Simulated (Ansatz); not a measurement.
**Cu₃Au at several levels of theory**

One geometry, relaxed with PBE, and single points on it; plane waves with PAW potentials in Ansatz, scalar-relativistic unless the row names spin-orbit coupling. No spin polarisation. Meshes are on the primitive cell of 4 atoms. Gaps are the least over mesh and band path; pressure is positive in compression. Smearing is Gaussian, 0.10 eV.

Space group Pm-3m (No. 221). a = 3.780 Å, b = 3.780 Å, c = 3.780 Å, α = 90.00°, β = 90.00°, γ = 90.00°
```csv
atom,site,symmetry,x,y,z
Cu,3c,4/mm.m,0.0000,0.5000,0.5000
Au,1a,m-3m,0.0000,0.0000,0.0000
```

| level | cutoff (eV) | k mesh | gap (eV) | pressure (GPa) | rough cost with bands (core-min) |
| --- | --- | --- | --- | --- | --- |
| PBE | 420 | 12×12×12 | 0 | 0.0 | 1 |

Problem. What do r2SCAN, PBE with spin-orbit coupling, PBEsol give on the same cell?

Solution.
| level | cutoff (eV) | k mesh | gap (eV) | pressure (GPa) | rough cost with bands (core-min) |
| --- | --- | --- | --- | --- | --- |
| r2SCAN | 500 | 12×12×12 | 0 | -5.4 | 1.8 |
| PBE with spin-orbit coupling | 420 | 12×12×12 | 0 | -0.6 | 4 |
| PBEsol | 420 | 12×12×12 | 0 | -8.0 | 1.1 |

Spin-orbit coupling is left out except in a row that names it, which matters for the bands of heavy elements.